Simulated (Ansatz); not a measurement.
## H-type WS2 bilayer (3R stacking) in a perpendicular field

What dipole does a perpendicular field induce in the H-type WS2 bilayer (3R stacking), and does the gap follow? A positive field points along +c.

Program: Ansatz 0.2.0. Level of theory: plane-wave DFT, PBE-D3(BJ), Ansatz PAW. Results are calculated unless marked as measured.

Report form: the programs' logs are mostly left out.

### 1. The structure

The cell holds 6 atoms: 4 S and 2 W. Its edges and angles: a = 3.180 Å, b = 3.180 Å, c = 50.951 Å, α = 90.0°, β = 90.0°, γ = 120.0°. Regions: layer 1: 2H-WS2, 3 atoms (2 S and 1 W); layer 2: 2H-WS2, 3 atoms (2 S and 1 W). Vacuum lies along c.

### 2. Relaxation

The starting cell is a guess, so the in-plane lattice and the atoms are relaxed first, with the slab cut off from its images along the normal.

File input.yaml:

```yaml
crystal:
  lattice:
    - [3.18, 0.0, 0.0]
    - [-1.59, 2.753960784, 0.0]
    - [0.0, 0.0, 50.9512404664]
  atoms:
    - { symbol: S, position: [0.3333333333, 0.6666666667, 0.4023454544] }
    - { symbol: W, position: [0.0, 0.0, 0.4364527716] }
    - { symbol: S, position: [0.3333333333, 0.6666666667, 0.4705600887] }
    - { symbol: S, position: [0.6666666667, 0.3333333333, 0.5294399113] }
    - { symbol: W, position: [0.3333333333, 0.6666666667, 0.5635472284] }
    - { symbol: S, position: [0.6666666667, 0.3333333333, 0.5976545456] }
  periodic: [true, true, false]
kpoints:
  mp_grid: { grid: [12, 12, 1] }
hamiltonian:
  xc: pbe
  dispersion: d3bj
scf:
  occupations: { method: fermi_dirac, width: 0.05 }
  convergence: { dr2_threshold: 1.0e-09 }
relax:
  f_tol: 0.004
  max_steps: 90
  cell: {}
output:
  write_potential: true
  write_density: true
  volumetric_format: npy
```

Command:

```bash
$ ansatz run input.yaml --threads 2 --pin off --max-ram 4096MiB --backend cpu --events-out ev --progress --plain --runs-dir out
```

Run time: 4.2 min. Hardware: 2 threads of Intel Xeon at 2.50GHz (Skylake/Cascade Lake), shared host; peak memory 0.74 GiB.

Step by step:

```tsv
step	energy less that of the first step (eV)	largest force component (eV/Å)	volume (Å³)
1	0.0000	2.6844	446.21
2	-0.9429	0.6638	442.04
3	-1.0040	0.1442	438.98
4	-1.0024	0.0694	439.91
5	-1.0081	0.0155	440.10
6	-1.0083	0.0045	440.16
7	-1.0083	0.0009	440.16
8*	-1.0080	0.0009	440.16
```

Relaxation steps marked * repeat the geometry before them on a plane-wave basis chosen anew for their cell, so energy and pressure can jump there. Relaxation step 4 was tried and not accepted.

The run keeps the 6 symmetry operations that it works with, so distortions that break them were not tested.

```tsv
cell as run	before	after	change
a (Å)	3.180	3.158	-0.7 %
b (Å)	3.180	3.158	-0.7 %
```

The atoms that moved most (Å, along periodic axes as changes of fractional coordinates times the final cell, across vacuum about the mean position):

```tsv
atom	dx	dy	dz	length
S1	0.000	0.000	0.369	0.369
S6	0.000	0.000	-0.369	0.369
W2	0.000	0.000	0.207	0.207
W5	0.000	0.000	-0.207	0.207
S4	0.000	0.000	-0.043	0.043
S3	0.000	0.000	0.042	0.042
```

The relaxed structure:

```xyz
6
Lattice="3.1584 0.0000 0.0000 -1.5792 2.7352 0.0000 0.0000 0.0000 50.9512" Properties=species:S:1:pos:R:3
S     0.0000    1.8235   20.8688
W     0.0000    0.0000   22.4452
S     0.0000    1.8235   24.0177
S     1.5792    0.9117   26.9330
W     0.0000    1.8235   28.5066
S     1.5792    0.9117   30.0824
```

The lattice constant a goes from 3.180 to 3.158 Å.

### 3. Atoms held, field 0, start network

A sawtooth potential applies the field, turning back in the middle of the vacuum. With the dipole correction the typed value is the field outside the slab. The induced dipole is small, so the SCF threshold is tight.

The cell differs from the one that the last finished run ended in (c 50.951 → 27.214 Å).

File input.yaml:

```yaml
crystal:
  lattice:
    - [3.1583807114, 0.0, 0.0]
    - [-1.5791903557, 2.7352379309, 0.0]
    - [0.0, 0.0, 27.2136440041]
  atoms:
    - { symbol: S, position: [0.3333333333, 0.6666666667, 0.3307164597] }
    - { symbol: W, position: [0.0, 0.0, 0.3886424619] }
    - { symbol: S, position: [0.3333333333, 0.6666666667, 0.4464256045] }
    - { symbol: S, position: [0.6666666667, 0.3333333333, 0.5535545962] }
    - { symbol: W, position: [0.3333333333, 0.6666666667, 0.6113764199] }
    - { symbol: S, position: [0.6666666667, 0.3333333333, 0.6692835403] }
kpoints:
  mp_grid: { grid: [18, 18, 1] }
  band_path:
    path: [[0, 0, 0], [0.5, 0, 0], [0.33333333, 0.33333333, 0], [0, 0, 0]]
    npoints: 16
hamiltonian:
  xc: pbe
  dispersion: d3bj
scf:
  occupations: { method: fermi_dirac, width: 0.02585 }
  convergence: { dr2_threshold: 1.0e-10 }
efield:
  axis: 3
  dipole_correction: true
  ramp_position: 0.97
  ramp_width: 0.06
  amplitude: 0
output:
  dos: { projected: true, e_range: [-6, 5] }
  write_potential: true
  write_density: true
  volumetric_format: npy
  elf: true
```

Run time: 47 s. Hardware: 2 threads; peak memory 0.65 GiB; 92 s of CPU time.

This step gave:

* gap on the k-mesh: 1.365 eV
* dipole along the normal: 0.003694 e·Å
* gap along the path: 1.365 eV
* smallest direct gap along the path: 1.838 eV
* step between the vacuum levels: -0.07737 eV
* ionisation energy, upper face: 5.198 eV
* electron affinity, upper face: 3.833 eV
* ionisation energy, lower face: 5.275 eV
* gap, the smaller of path and mesh: 1.365 eV

Running mean over a fixed 2.7 Å (it still follows the layers) of the planar mean; the ramp of the sawtooth is left out. Electron's electrostatic potential energy less the Fermi level against z:

```tsv
z (Å)	electron's electrostatic potential energy less the Fermi level (eV)
3.5	4.62
4.0	4.62
4.5	4.61
5.0	4.61
5.5	4.61
6.0	4.58
6.5	4.45
7.0	3.82
7.5	1.86
8.0	-0.676
8.5	-3.05
9.0	-6.32
9.5	-10.3
10.0	-12.0
10.5	-12.0
11.0	-12.1
11.5	-11.2
12.0	-7.61
12.5	-4.04
13.0	-2.10
13.5	-1.38
14.0	-1.66
14.5	-3.09
15.0	-5.98
15.5	-9.91
16.0	-12.1
16.5	-12.1
17.0	-12.1
17.5	-11.5
18.0	-8.14
18.5	-4.34
19.0	-1.79
19.5	0.709
20.0	3.07
20.5	4.22
21.0	4.47
21.5	4.52
22.0	4.53
22.5	4.54
23.0	4.54
23.5	4.54
24.0	4.54
```

The density of states has structure finer than the step of the table below, so its rows give means over 0.2 eV, whole bins alone (the curve runs from -6 to 1.53 eV). Peaks (eV: height): -5.67: 10.2, -5.56: 10.2, -5.42: 14.6, -4.57: 10.8, -3.27: 9.27, -2.66: 7.47, -1.95: 7.53.

Table of density of states by energy, zero at the Fermi level of the run, which the smearing sets inside the gap; means over each step:

energy (eV), density of states (states/eV a cell) and a bar:
```
     -5.8        2.7 ##########
     -5.6        7.9 #############################
     -5.4        8.1 ##############################
     -5.2        2.4 #########
     -5.0        2.2 ########
     -4.8        4.6 #################
     -4.6        7.3 ###########################
     -4.4        6.0 ######################
     -4.2        3.4 #############
     -4.0        3.0 ###########
     -3.8        3.3 ############
     -3.6        3.8 ##############
     -3.4        7.1 ##########################
     -3.2        7.8 #############################
     -3.0        5.3 ###################
     -2.8        4.9 ##################
     -2.6        4.6 #################
     -2.4        2.2 ########
     -2.2        3.9 ##############
     -2.0        6.0 ######################
     -1.8        4.3 ################
     -1.6        3.3 ############
     -1.4        2.2 ########
     -1.2        0.9 ###
     -1.0        0.3 #
     -0.8        0.3 #
     -0.6        0.0 
     -0.4        0.0 
     -0.2        0.0 
      0.0        0.0 
      0.2        0.0 
      0.4        0.0 
      0.6        0.0 
      0.8        1.6 ######
      1.0        3.1 ###########
      1.2        4.6 #################
      1.4        5.3 ####################
```

Projected DOS per atom over height of the atomic layer and energy from the Fermi level. Layers: S W S S W S from below.

Values in states/eV, 22 rows by 6 columns, each cell a mean:
```
0.54 1.68 0.40 0.45 1.88 0.59
0.25 0.94 0.27 0.34 1.21 0.32
0.05 0.15 0.06 0.10 0.27 0.09
0.00 0.00 0.00 0.00 0.00 0.00
0.00 0.00 0.00 0.00 0.00 0.00
0.00 0.00 0.00 0.00 0.00 0.00
0.01 0.05 0.03 0.03 0.04 0.00
0.02 0.18 0.07 0.05 0.09 0.01
0.14 0.71 0.15 0.12 0.57 0.11
0.34 1.32 0.33 0.28 1.17 0.28
0.42 1.49 0.42 0.47 1.67 0.48
0.67 0.20 0.57 0.38 0.36 0.49
1.11 0.49 1.06 1.00 0.39 0.99
1.40 0.78 1.25 1.10 0.66 1.11
0.89 0.85 0.95 1.32 0.95 1.41
0.44 0.65 0.45 0.52 0.73 0.49
0.52 0.61 0.52 0.49 0.55 0.47
1.33 1.28 1.34 1.06 1.09 1.02
0.69 0.57 0.56 0.82 0.76 0.91
0.46 0.45 0.42 0.38 0.42 0.45
1.34 1.29 1.33 1.19 1.12 1.17
0.49 0.39 0.53 0.70 0.65 0.77
```
Columns: height of the atomic layer (Å) from 9 to 18.2 (not evenly spaced); rows upwards: energy from the Fermi level (eV) from -5.96 to 1.51.

The electronic bands at the labelled points (eV, zero at the Fermi level of the run, which the smearing sets inside the gap):

```tsv
point	band 23	band 24	band 25	band 26	band 27	band 28	band 29	band 30
Γ	-2.66	-2.66	-1.45	-0.66	1.76	1.76	1.83	1.83
halfway	-3.03	-2.57	-2.07	-1.95	0.99	1.38	1.47	1.53
M	-2.42	-2.27	-2.13	-2.02	1.80	1.88	2.16	2.32
halfway	-3.41	-3.22	-1.61	-1.49	1.47	1.54	2.40	2.53
K	-3.62	-3.48	-1.16	-1.07	0.77	0.84	2.07	2.13
halfway	-2.62	-2.38	-2.04	-1.96	0.70	1.09	1.67	1.72
Γ	-2.66	-2.66	-1.45	-0.66	1.76	1.76	1.83	1.83
```

Valence density in the ca plane at fractional y = 0.667, with atoms of S and W within 0.2 Å of it. It is the smooth field of the valence electrons, not physical close to the nuclei.

Ten steps, logarithmic in the rise over the least value, from '0' (0.0 e/Å³) to '9' (4.9 e/Å³), each cell a mean:
```
00000000000000000123344565443321113455544444
00000000000000000122334565433321113455544444
00000000000000001234554455455442112345445554
00000000000000002456665444566664211234468986
00000000000000012566566444565665311123589997
00000000000000012566566434565565311123589998
00000000000000002466665444566664211234479986
00000000000000001245555455455543112344455654
```
Columns run along c (16.0 Å, from fractional 0.07 to 0.65 of the cell), rows up along a (3.2 Å). Atoms in or near the plane, at fractional coordinates: S at (0.33, 0.33), S at (0.45, 0.33), W at (0.61, 0.33).

Electrostatic potential energy in the ca plane at fractional y = 0.667, with atoms of S and W within 0.2 Å of it. With pseudopotentials it is smooth inside the atoms' cores, unlike the true potential.

Ten even steps from '0' (-41 eV) to '9' (8 eV), each cell a mean:
```
99999999999999999999987545789999999877888888
99999999999999999999987545789999999877888888
99999999999999999998788767787889999988876567
99999999999999999863247888752258999998741015
99999999999999999831215888612127999998610002
99999999999999999721215888612227999998610001
99999999999999999852137888741258999998730004
99999999999999999987778767787789999988875467
```
Columns run along c (16.0 Å, from fractional 0.07 to 0.65 of the cell; values clipped at the 3rd and 97th percentile), rows up along a (3.2 Å). Atoms in or near the plane, at fractional coordinates: S at (0.33, 0.33), S at (0.45, 0.33), W at (0.61, 0.33).

ELF in the ca plane at fractional y = 0.667, with atoms of S and W within 0.2 Å of it. It is the smooth field of the valence electrons, not physical close to the nuclei.

Ten even steps from '0' (0.00) to '9' (0.94), each cell a mean:
```
00000000000000000122331232123320016787753235
00000000000000000012221232122210026787753335
00000000000000013567774222367764103677532223
00000000000000258998887323688898401244336753
00000000000001479995157423762399710012265365
00000000000001479994147423761399710012265265
00000000000001258998787423687899500233246763
00000000000000024678874222478875103566522323
```
Columns run along c (16.0 Å, from fractional 0.07 to 0.65 of the cell), rows up along a (3.2 Å). Atoms in or near the plane, at fractional coordinates: S at (0.33, 0.33), S at (0.45, 0.33), W at (0.61, 0.33).

The gap is 1.36 eV, with the valence edge 5.20 eV and the conduction edge 3.83 eV under the upper vacuum level. Spin-orbit coupling, left out in this run, matters for the bands of elements this heavy.

### 4. Single point, field 0.05 V/Å

input.yaml, as its differences from that of step 3:

```diff
@@ -28,5 +28,4 @@
   ramp_width: 0.06
-  amplitude: 0
+  amplitude: 0.05
 output:
-  dos: { projected: true, e_range: [-6, 5] }
   write_potential: true
@@ -34,2 +33 @@
   volumetric_format: npy
-  elf: true
```

Run time: 48 s. Hardware: 2 threads; peak memory 0.63 GiB; 93 s of CPU time.

The dipole is 0.0282 e·Å, 0.0245 e·Å from its value without field, and the gap 1.371 eV.

### 5. Atoms held, field -0.05 V/Å

input.yaml, as its differences from that of step 4:

```diff
@@ -28,3 +28,3 @@
   ramp_width: 0.06
-  amplitude: 0.05
+  amplitude: -0.05
 output:
```

The job ended after 51 s (2 threads; peak memory 0.63 GiB).

The dipole is -0.0208 e·Å, -0.0245 e·Å from its value without field, and the gap 1.355 eV.

### 6. Single point, field 0.1 V/Å

input.yaml, as its differences from that of step 5:

```diff
@@ -26,5 +26,5 @@
   dipole_correction: true
-  ramp_position: 0.97
-  ramp_width: 0.06
-  amplitude: -0.05
+  ramp_position: 0.9541
+  ramp_width: 0.0919
+  amplitude: 0.1
 output:
```

Elapsed: 50 s, on 2 threads; peak memory 0.62 GiB; 98 s of CPU time.

The dipole is 0.0527 e·Å, 0.0490 e·Å from its value without field, and the gap 1.374 eV.

### 7. Atoms held, field -0.1 V/Å

input.yaml, as its differences from that of step 6:

```diff
@@ -28,3 +28,3 @@
   ramp_width: 0.0919
-  amplitude: 0.1
+  amplitude: -0.1
 output:
```

Wall time 49 s (2 threads); peak memory 0.63 GiB; 96 s of CPU time.

The dipole is -0.0454 e·Å, -0.0490 e·Å from its value without field, and the gap 1.342 eV.

### 8. Single point, field 0.2 V/Å

input.yaml, as its differences from that of step 7:

```diff
@@ -28,3 +28,3 @@
   ramp_width: 0.0919
-  amplitude: -0.1
+  amplitude: 0.2
 output:
```

Run time: 49 s. Hardware: 2 threads; peak memory 0.63 GiB; 95 s of CPU time.

The dipole is 0.102 e·Å, 0.0981 e·Å from its value without field, and the gap 1.368 eV.

### 9. Atoms held, field -0.2 V/Å

input.yaml, as its differences from that of step 8:

```diff
@@ -28,3 +28,3 @@
   ramp_width: 0.0919
-  amplitude: 0.2
+  amplitude: -0.2
 output:
```

The job ended after 51 s (2 threads; peak memory 0.62 GiB).

The dipole is -0.0944 e·Å, -0.0981 e·Å from its value without field, and the gap 1.308 eV.

### 10. Atoms held, field 0.3 V/Å

input.yaml, as its differences from that of step 9:

```diff
@@ -26,5 +26,5 @@
   dipole_correction: true
-  ramp_position: 0.9541
-  ramp_width: 0.0919
-  amplitude: -0.2
+  ramp_position: 0.9514
+  ramp_width: 0.0971
+  amplitude: 0.3
 output:
```

Wall time 51 s (2 threads); peak memory 0.62 GiB.

The dipole is 0.151 e·Å, 0.147 e·Å from its value without field, and the gap 1.348 eV.

### 11. Single point, field -0.3 V/Å

input.yaml, as its differences from that of step 10:

```diff
@@ -28,3 +28,3 @@
   ramp_width: 0.0971
-  amplitude: 0.3
+  amplitude: -0.3
 output:
```

The job ended after 50 s (2 threads; peak memory 0.63 GiB; 98 s of CPU time).

The dipole is -0.143 e·Å, -0.147 e·Å from its value without field, and the gap 1.260 eV.

[end of part 1 of 2]

[Logs are printed without paths, hosts, clocks, repeated set-up lines and the standing remarks that a program may print on its own settings, such as how far it seeks lower states.]

[Hosts, paths, dates, database ids (printed as entryN), source tags and the programs' standing remarks are cut or masked in the printed files.]

[Maps of the electrostatic potential energy from Ansatz leave out the sawtooth potential of an applied field or a dipole correction, so their vacuum need not be flat; planar profiles and work functions include it.]

[The density of states shown here was stored with 400 of the rows of the run's finer table, so its peaks can read low, often by over a quarter, or be missed, and its means over a window can be off by a tenth or more.]
